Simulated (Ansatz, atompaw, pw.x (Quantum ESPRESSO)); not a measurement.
From atom to crystal: PAW (atompaw) potential for Sm

```json
{"Element": "Sm", "Generator": "atompaw 4.2.0.5", "Type": "PAW", "Functional": "PBE", "Relativity": "scalar-relativistic", "Frozen core": "[Kr] 4d10", "Valence charge": "16", "Reference configuration": "4f6 5s2 5p6 5d0 6s2 6p0", "Partial waves": "5s (bound); 6s (bound); 5p (bound); 6p (bound, empty); 5d (bound, empty); 5d channel at 3.35 Ry; 4f (bound); 4f channel at 1.05 Ry", "Local potential": "ultrasoft scheme with l = 4 at 0 Ry, radius 2.46 bohr", "Core correction": "smooth core density matched at 1.65 bohr", "Augmentation charge": "sinc compensation charge, radius 2.20 bohr; PAW radius 3.00 bohr; waves and projectors: bloechl"}
```

Crystal test: sc Sm in pw.x 7.5, no spin, 12³ k-points, Fermi–Dirac smearing 0.01 Ry, cutoffs 45/450 Ry. The reference is all-electron LAPW (Ansatz 0.2.0) with the same functional, mesh and smearing; V0 and B0 come from Birch–Murnaghan fits to the pressures at five volumes. Errors are pseudo minus all-electron; Δ is the rms difference of the E(V) curves that follow from these fits, minima aligned, over ±6 % about the mean V0. Mesh and smearing are coarse, so the numbers serve the comparison and aren't converged zero-temperature values; the lattice is a test structure that the element need not adopt. Spin polarisation and strong correlation are left out, which matters for this element.

```csv
V (Å³/atom),P all-electron (GPa),P pseudo (GPa)
17.130,3.64,9.03
17.581,1.32,6.39
18.032,-0.53,4.08
18.483,-1.97,2.35
18.934,-3.08,0.96
```

All-electron: a0 = 2.615 Å (V0 = 17.89 Å³/atom), B0 = 69.8 GPa.

Pseudopotential: mean pressure error (GPa): +4.69. The pressure does not cross zero within the volumes sampled, so no fit is given. The largest radius (3.00 bohr) exceeds half the bond length (2.48 bohr), so the spheres overlap, which is one possible source of error among others. This is a poor potential for the solid.

Task: At the middle volume, how do free energy and pressure move when the wave cutoff is lowered (ecutrho held at 450 Ry)?

Result:

```
cutoff (Ry)  shift of F (meV/atom)  shift of P (GPa)
         20                 +660.0            -17.65
         27                 +133.6             -4.33
         36                  +14.1             -0.51
```

Input at the middle volume:

```
&control
  calculation='scf', prefix='x', pseudo_dir='./', outdir='./tmp', tstress=.true., disk_io='low'
/
&system
  ibrav=0, nat=1, ntyp=1, ecutwfc=45, ecutrho=450, nbnd=16,
  occupations='smearing', smearing='fd', degauss=0.01
/
&electrons
  conv_thr=1e-09, mixing_beta=0.4, electron_maxstep=70
/
ATOMIC_SPECIES
Sm 1.0 Sm.UPF
CELL_PARAMETERS angstrom
  2.62229351 0.00000000 0.00000000
  0.00000000 2.62229351 0.00000000
  0.00000000 0.00000000 2.62229351
ATOMIC_POSITIONS crystal
Sm 0.0000 0.0000 0.0000
K_POINTS automatic
12 12 12 0 0 0
```

```bash
pw.x < Sm.scf.in > Sm.scf.out
```

Lines of the output:

```
Message from routine setup:
     using ibrav=0 with symmetry is DISCOURAGED, use correct ibrav instead
     lattice parameter (alat)  =       4.9554  a.u.
     unit-cell volume          =     121.6860 (a.u.)^3
     number of electrons       =        16.00
     number of Kohn-Sham states=           16
     kinetic-energy cutoff     =      45.0000  Ry
     charge density cutoff     =     450.0000  Ry
     scf convergence threshold =      1.0E-09
     Exchange-correlation= SLA PW PBX PBC
     number of k points=    84  Fermi-Dirac smearing, width (Ry)=  0.0100
     iteration #  1     ecut=    45.00 Ry     beta= 0.40
     total energy              =    -601.75853601 Ry
     estimated scf accuracy    <       2.42115703 Ry
     iteration #  2     ecut=    45.00 Ry     beta= 0.40
     total energy              =    -603.83147550 Ry
     estimated scf accuracy    <       4.53489914 Ry
     iteration #  3     ecut=    45.00 Ry     beta= 0.40
     total energy              =    -603.87563879 Ry
     estimated scf accuracy    <       0.61671546 Ry
     iteration #  4     ecut=    45.00 Ry     beta= 0.40
     total energy              =    -604.06456401 Ry
     estimated scf accuracy    <       0.20552901 Ry
     iteration #  5     ecut=    45.00 Ry     beta= 0.40
     total energy              =    -604.13075183 Ry
     estimated scf accuracy    <       0.01396404 Ry
     iteration #  6     ecut=    45.00 Ry     beta= 0.40
     total energy              =    -604.09442601 Ry
     estimated scf accuracy    <       0.05919236 Ry
     iteration #  7     ecut=    45.00 Ry     beta= 0.40
     total energy              =    -604.12147395 Ry
     estimated scf accuracy    <       0.05181342 Ry
     iteration #  8     ecut=    45.00 Ry     beta= 0.40
     total energy              =    -604.12186456 Ry
     estimated scf accuracy    <       0.00817512 Ry
     iteration #  9     ecut=    45.00 Ry     beta= 0.40
     total energy              =    -604.12387654 Ry
     estimated scf accuracy    <       0.00005223 Ry
     iteration # 10     ecut=    45.00 Ry     beta= 0.40
     total energy              =    -604.12406065 Ry
     estimated scf accuracy    <       0.00169836 Ry
     iteration # 11     ecut=    45.00 Ry     beta= 0.40
     total energy              =    -604.12345377 Ry
     estimated scf accuracy    <       0.00156069 Ry
     iteration # 12     ecut=    45.00 Ry     beta= 0.40
     total energy              =    -604.12372208 Ry
     estimated scf accuracy    <       0.00000428 Ry
     iteration # 13     ecut=    45.00 Ry     beta= 0.40
     total energy              =    -604.12372166 Ry
     estimated scf accuracy    <       0.00000183 Ry
     iteration # 14     ecut=    45.00 Ry     beta= 0.40
     total energy              =    -604.12372211 Ry
     estimated scf accuracy    <       0.00000006 Ry
     iteration # 15     ecut=    45.00 Ry     beta= 0.40
     total energy              =    -604.12372204 Ry
     estimated scf accuracy    <       0.00000022 Ry
     iteration # 16     ecut=    45.00 Ry     beta= 0.40
     total energy              =    -604.12372209 Ry
     estimated scf accuracy    <       0.00000001 Ry
     iteration # 17     ecut=    45.00 Ry     beta= 0.40
     the Fermi energy is    23.1733 ev
!    total energy              =    -604.12372209 Ry
     estimated scf accuracy    <          8.3E-10 Ry
     smearing contrib. (-TS)   =      -0.03936645 Ry
     convergence has been achieved in  17 iterations
          total   stress  (Ry/bohr**3)                   (kbar)     P=       40.82
```

The run at the middle volume (84 k-points, 17 iterations) took about 78 s on one core of a shared host (Intel(R) Xeon(R) Platinum 8375C CPU @ 2.90GHz, 64 threads, 248 GiB, load 81).
